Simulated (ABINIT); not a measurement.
# MgS (F-43m) in ABINIT: a series of runs

One crystal, MgS, is run at these levels: LDA, PBEsol, BLYP, AM05, r2SCAN; tasks: band structure.

Program: ABINIT 10.8.3 (patched build). These are calculated values, not measurements. Logs are shortened: lines on timing, memory, paths and dates and some standing lists are left out, and cuts for length are marked. The log counts tension as positive stress, the text compression.

## Step 1: The structure

Symmetry: F-43m, No. 216, cubic system. Conventional cell: a = 5.666 Å, b = 5.666 Å, c = 5.666 Å, α = 90.00°, β = 90.00°, γ = 90.00°. S (site symmetry -43m) has 4 Mg at 2.45 Å as nearest neighbours. Mg (site symmetry -43m) has 4 S at 2.45 Å as nearest neighbours.

The cell comes from a database or a generator and needn't be the stable form of this composition.

## Step 2: Band structure, LDA

run.abi reads:

```
ndtset 2

pp_dirpath "./"
pseudos "S.GGA_PBE-JTH.xml, Mg.GGA_PBE-JTH.xml"

acell 4.006636794 4.006636794 4.006636794 Angstrom
rprim
     0.0000000000     0.7071067812     0.7071067812
     0.7071067812     0.0000000000     0.7071067812
     0.7071067812     0.7071067812     0.0000000000
ntypat 2
znucl 16 12
natom 2
typat 1 2
xcart
     1.4165600234     1.4165600234     1.4165600234
     0.0000000000     0.0000000000     0.0000000000 Angstrom

ecut 24.0
pawecutdg 46.0

ixc 7

occopt 3
tsmear 0.00183747

nstep 100

iomode 3
prtwf 0
prteig 0
prtebands 0
enunit 1
prtden1 1

kptopt1 1
ngkpt1 8 8 8
nshiftk1 1
shiftk1 0.0 0.0 0.0
nband1 12
tolvrs1 1.0e-9

iscf2 -2
getden2 1
nband2 18
nbdbuf2 4
tolwfr2 1.0e-11
kptopt2 -9
ndivsm2 6
prteig2 1
prtvol2 -3
kptbounds2
     0.0000000000     0.0000000000     0.0000000000
     0.5000000000     0.0000000000     0.5000000000
     0.5000000000     0.2500000000     0.7500000000
     0.3750000000     0.3750000000     0.7500000000
     0.0000000000     0.0000000000     0.0000000000
     0.5000000000     0.5000000000     0.5000000000
     0.6250000000     0.2500000000     0.6250000000
     0.5000000000     0.2500000000     0.7500000000
     0.5000000000     0.5000000000     0.5000000000
     0.3750000000     0.3750000000     0.7500000000
```

Potentials or basis: JTH PAW PBE v2.0.

Command:

```sh
$ abinit run.abi > log 2>&1
```

run.abo:

```text
.Version 10.8.3 of ABINIT
 DATASET    1 : space group F-4 3 m (#216); Bravais cF (face-center cubic)
================================================================================
 Values of the parameters that define the memory need for DATASET  1.
     intxc =       0    ionmov =       0      iscf =      17    lmnmax =       8
     lnmax =       4     mgfft =      36  mpssoang =       2    mqgrid =    3001
     natom =       2  nloc_mem =       2    nspden =       1   nspinor =       1
    nsppol =       1      nsym =      24    n1xccc =       1    ntypat =       2
    occopt =       3   xclevel =       1
       mpw =        1747          nfft =       46656          nkpt =          29
 PAW method is used; the additional fine FFT grid is defined by:
   mgfftf=        48    nfftf =    110592
================================================================================
================================================================================

 DATASET    2 : space group F-4 3 m (#216); Bravais cF (face-center cubic)
================================================================================
 Values of the parameters that define the memory need for DATASET  2.
     intxc =       0    ionmov =       0      iscf =      -2    lmnmax =       8
     lnmax =       4     mgfft =      36  mpssoang =       2    mqgrid =    3001
     natom =       2  nloc_mem =       2    nspden =       1   nspinor =       1
    nsppol =       1      nsym =      24    n1xccc =       1    ntypat =       2
    occopt =       3   xclevel =       1
       mpw =        1755          nfft =       46656          nkpt =         103
 PAW method is used; the additional fine FFT grid is defined by:
   mgfftf=        48    nfftf =    110592
================================================================================
================================================================================

--------------------------------------------------------------------------------
------------- Echo of variables that govern the present computation ------------
--------------------------------------------------------------------------------
 -outvars: echo values of preprocessed input variables --------
            acell      7.5714462266E+00  7.5714462266E+00  7.5714462266E+00 Bohr
              amu      3.20660000E+01  2.43050000E+01
             ecut      2.40000000E+01 Hartree
           enunit           1
           getden1          0
           getden2          1
             iscf1         17
             iscf2         -2
              ixc           7
           jdtset        1    2
           kptopt1          1
           kptopt2         -9
         kptrlatt        8    0    0      0    8    0      0    0    8
          kptrlen1     6.05715698E+01
          kptrlen2     3.00000000E+01
            natom           2
            nband1         12
            nband2         18
           nbdbuf1          0
           nbdbuf2          4
           ndtset           2
           ndivsm1          0
           ndivsm2          6
            ngfft          36      36      36
          ngfftdg          48      48      48
             nkpt1         29
             nkpt2        103
            nstep         100
             nsym          24
           ntypat           2
           occopt           3
        pawecutdg      4.60000000E+01 Hartree
        prtebands           0
           prteig1          0
           prteig2          1
           prtvol1          0
           prtvol2         -3
            prtwf           0
            rprim      0.0000000000E+00  7.0710678120E-01  7.0710678120E-01
                       7.0710678120E-01  0.0000000000E+00  7.0710678120E-01
                       7.0710678120E-01  7.0710678120E-01  0.0000000000E+00
           shiftk1     0.00000000E+00  0.00000000E+00  0.00000000E+00
           shiftk2     5.00000000E-01  5.00000000E-01  5.00000000E-01
          spgroup         216
           tolvrs1     1.00000000E-09
           tolvrs2     0.00000000E+00
           tolwfr1     0.00000000E+00
           tolwfr2     1.00000000E-11
           tsmear      1.83747000E-03 Hartree
            typat      1  2
           useylm           1
           xangst      1.4165600234E+00  1.4165600234E+00  1.4165600234E+00
                      -2.1414164432E-11 -2.1414164432E-11 -2.1414164432E-11
[... 243 lines left out ...]

================================================================================
 Non-SCF case, kpt    1 (  0.00000  0.00000  0.00000), residuals and eigenvalues=
  5.04E-12  7.57E-12  8.46E-12  4.86E-12  9.54E-12  1.98E-12  1.72E-12  6.92E-12
  1.55E-12  2.30E-12  5.39E-12  7.04E-12  2.12E-12  3.50E-12  1.42E-08  7.97E-12
  7.18E-12  1.49E-06
 -2.6096E+00 -1.4126E+00 -1.4126E+00 -1.4126E+00 -3.3986E-01  7.3586E-02
  7.3586E-02  7.3586E-02  1.9000E-01  3.5823E-01  3.5823E-01  3.5823E-01
  4.6697E-01  4.6697E-01  5.6462E-01  5.7562E-01  5.7562E-01  5.7562E-01
 Non-SCF case, kpt    2 (  0.02941  0.00000  0.02941), residuals and eigenvalues=
  8.16E-12  2.11E-12  4.01E-12  7.90E-12  3.48E-12  1.29E-12  5.00E-12  6.00E-12
  9.50E-12  5.93E-12  1.34E-12  1.62E-12  2.10E-12  8.32E-12  1.92E-12  1.87E-12
  3.93E-12  2.15E-12
[... 696 lines left out ...]
 Non-SCF case, kpt  102 (  0.38750  0.38750  0.72500), residuals and eigenvalues=
  6.91E-12  5.86E-12  4.06E-12  1.98E-12  7.51E-12  6.81E-12  4.24E-12  1.48E-12
  3.72E-12  2.08E-12  2.08E-12  3.03E-12  2.12E-12  6.26E-12  4.99E-09  1.29E-07
  1.72E-06  1.24E-04
 -2.6096E+00 -1.4127E+00 -1.4127E+00 -1.4126E+00 -3.0677E-01 -1.9376E-02
  1.6857E-03  4.4779E-02  2.4892E-01  3.2890E-01  4.0726E-01  4.3005E-01
  4.6684E-01  5.0715E-01  6.3731E-01  6.8355E-01  6.8707E-01  7.1615E-01
 Non-SCF case, kpt  103 (  0.37500  0.37500  0.75000), residuals and eigenvalues=
  7.02E-12  3.47E-12  3.70E-12  3.55E-12  4.52E-12  5.07E-12  5.83E-12  9.71E-12
  2.76E-12  1.70E-12  6.91E-12  4.95E-12  6.01E-12  1.61E-12  2.52E-09  7.72E-07
  3.97E-06  3.02E-05
 -2.6096E+00 -1.4127E+00 -1.4127E+00 -1.4126E+00 -3.0631E-01 -2.0053E-02
  2.8666E-03  4.3057E-02  2.4327E-01  3.2251E-01  4.1711E-01  4.3979E-01
  4.6623E-01  5.1305E-01  6.3439E-01  6.8148E-01  6.9191E-01  7.2176E-01

--- !ResultsGS
iteration_state: {dtset: 2, }
comment   : Summary of ground state results
lattice_vectors:
- [  0.0000000,   5.3538210,   5.3538210, ]
- [  5.3538210,   0.0000000,   5.3538210, ]
- [  5.3538210,   5.3538210,   0.0000000, ]
lattice_lengths: [   7.57145,    7.57145,    7.57145, ]
lattice_angles: [ 60.000,  60.000,  60.000, ] # degrees, (23, 13, 12)
lattice_volume:   3.0691741E+02
convergence: {deltae:  0.000E+00, res2:  0.000E+00, residm:  9.992E-12, diffor:  0.000E+00, }
etotal    :  -7.39430539E+01
entropy   :   0.00000000E+00
fermie    :   1.40365937E-01
cartesian_stress_tensor: null
pressure_GPa: null
xred      :
- [  2.5000E-01,   2.5000E-01,   2.5000E-01,  S]
- [ -3.7793E-12,  -3.7793E-12,  -3.7793E-12, Mg]
cartesian_forces: null
force_length_stats: {min: null, max: null, mean: null, }
...

 Integrated electronic density in atomic spheres:
 ------------------------------------------------
 Atom  Sphere_radius  Integrated_density
    1        1.90380          3.61750400
    2        1.90158          8.23453111

================================================================================

 ----iterations are completed or convergence reached----

 Mean square residual over all n,k,spin=   46.849E-13; max=  99.922E-13
 reduced coordinates (array xred) for    2 atoms
       0.249999999996      0.249999999996      0.249999999996
      -0.000000000004     -0.000000000004     -0.000000000004

 cartesian coordinates (angstrom) at end:
    1      1.41656002340000     1.41656002340000     1.41656002340000
    2     -0.00000000002141    -0.00000000002141    -0.00000000002141
 length scales=  7.571446226645  7.571446226645  7.571446226645 bohr
              =  4.006636794000  4.006636794000  4.006636794000 angstroms
 Eigenvalues (   eV  ) for nkpt= 103  k points:
 kpt#   1, nband= 18, wtk=  1.00000, kpt=  0.0000  0.0000  0.0000 (reduced coord)
 -71.01078  -38.43878  -38.43878  -38.43878   -9.24801    2.00238    2.00238    2.00238
   5.17020    9.74793    9.74793    9.74793   12.70683   12.70683   15.36407   15.66338
  15.66338   15.66338
 kpt#   2, nband= 18, wtk=  1.00000, kpt=  0.0294  0.0000  0.0294 (reduced coord)
 -71.01078  -38.43880  -38.43879  -38.43879   -9.24119    1.94996    1.99117    1.99117
   5.23577    9.71118    9.77239    9.77239   12.58463   12.72137   15.38902   15.68886
  15.68886   15.77103
 kpt#   3, nband= 18, wtk=  1.00000, kpt=  0.0588  0.0000  0.0588 (reduced coord)
 -71.01077  -38.43886  -38.43881  -38.43881   -9.22089    1.80535    1.95825    1.95825
   5.41853    9.60607    9.84495    9.84495   12.26317   12.76514   15.50656   15.76501
  15.76501   16.00986
 kpt#   4, nband= 18, wtk=  1.00000, kpt=  0.0882  0.0000  0.0882 (reduced coord)
 -71.01076  -38.43897  -38.43885  -38.43885   -9.18756    1.59653    1.90561    1.90561
   5.68629    9.44541    9.96348    9.96348   11.83064   12.83771   15.72730   15.89082
  15.89082   16.29498
 kpt#   5, nband= 18, wtk=  1.00000, kpt=  0.1176  0.0000  0.1176 (reduced coord)
[... 381 lines left out ...]
   7.17069    8.98759   10.62311   10.99153   13.08394   13.83906   16.81718   17.59500
  18.31638   19.69688
 kpt# 101, nband= 18, wtk=  1.00000, kpt=  0.4000  0.4000  0.7000 (reduced coord)
 -71.01065  -38.44097  -38.44020  -38.43950   -8.36918   -0.59127    0.14296    1.27477
   6.95970    9.04563   10.78964   11.36159   12.85827   13.77301   17.17679   18.10671
  18.56861   19.59341
 kpt# 102, nband= 18, wtk=  1.00000, kpt=  0.3875  0.3875  0.7250 (reduced coord)
 -71.01064  -38.44097  -38.44025  -38.43954   -8.34774   -0.52725    0.04587    1.21851
   6.77348    8.94981   11.08224   11.70215   12.70342   13.80038   17.34219   18.60033
  18.69606   19.48730
 kpt# 103, nband= 18, wtk=  1.00000, kpt=  0.3750  0.3750  0.7500 (reduced coord)
 -71.01065  -38.44102  -38.44023  -38.43958   -8.33521   -0.54566    0.07800    1.17165
   6.61978    8.77605   11.35020   11.96730   12.68688   13.96069   17.26274   18.54397
  18.82793   19.64009

== END DATASET(S) ==============================================================
================================================================================

 -outvars: echo values of variables after computation  --------
            acell      7.5714462266E+00  7.5714462266E+00  7.5714462266E+00 Bohr
           etotal1    -7.3943053889E+01
            fcart1    -0.0000000000E+00 -0.0000000000E+00 -0.0000000000E+00
                      -0.0000000000E+00 -0.0000000000E+00 -0.0000000000E+00
            rprim      0.0000000000E+00  7.0710678120E-01  7.0710678120E-01
                       7.0710678120E-01  0.0000000000E+00  7.0710678120E-01
                       7.0710678120E-01  7.0710678120E-01  0.0000000000E+00
           strten1     6.4844785139E-05  6.4844785139E-05  6.4844785139E-05
                       0.0000000000E+00  0.0000000000E+00  0.0000000000E+00
           xangst      1.4165600234E+00  1.4165600234E+00  1.4165600234E+00
                      -2.1414164432E-11 -2.1414164432E-11 -2.1414164432E-11
             xred      2.5000000000E-01  2.5000000000E-01  2.5000000000E-01
                      -3.7792546870E-12 -3.7792546870E-12 -3.7792546870E-12
 Calculation completed.
```

Run time: 56 s. Hardware: 1 thread of Arm Neoverse V2, shared host; peak memory 0.13 GiB.

What came out:

```
Free energy                                           : -2012.0930 eV
Pressure                                              : -1.9 GPa
Band gap on the k mesh                                : 3.17 eV, direct
Band gap along the path                               : 3.17 eV, direct
Valence electrons inside the program's atomic spheres : S 3.62; Mg 8.23
```

Levels at the corners of the path, in eV from the valence-band top:
| point | band 4 | band 5 | band 6 | band 7 | band 8 | band 9 | band 10 | band 11 | band 12 | band 13 |
| --- | --- | --- | --- | --- | --- | --- | --- | --- | --- | --- |
| Γ | -40.44 | -11.25 | 0.00 | 0.00 | 0.00 | 3.17 | 7.75 | 7.75 | 7.75 | 10.70 |
| X | -40.44 | -10.32 | -2.88 | -1.05 | -1.05 | 3.66 | 5.42 | 10.87 | 12.01 | 12.01 |
| W | -40.44 | -10.32 | -2.36 | -1.88 | -1.37 | 5.35 | 7.72 | 7.99 | 8.30 | 12.34 |
| K | -40.44 | -10.34 | -2.55 | -1.92 | -0.83 | 4.62 | 6.77 | 9.35 | 9.96 | 10.68 |
| Γ | -40.44 | -11.25 | 0.00 | 0.00 | 0.00 | 3.17 | 7.75 | 7.75 | 7.75 | 10.70 |
| L | -40.44 | -10.55 | -3.21 | -0.33 | -0.33 | 4.85 | 7.45 | 7.45 | 8.36 | 12.56 |
| U | -40.44 | -10.34 | -2.55 | -1.92 | -0.83 | 4.62 | 6.77 | 9.35 | 9.96 | 10.68 |
| W | -40.44 | -10.32 | -2.36 | -1.88 | -1.37 | 5.35 | 7.72 | 7.99 | 8.30 | 12.34 |
| L | -40.44 | -10.55 | -3.21 | -0.33 | -0.33 | 4.85 | 7.45 | 7.45 | 8.36 | 12.56 |
| K | -40.44 | -10.34 | -2.55 | -1.92 | -0.83 | 4.62 | 6.77 | 9.35 | 9.96 | 10.68 |

Caveat: the PAW data sets were made with another functional, which shifts forces and pressure a little.

(Continued in part 2 of 3.)
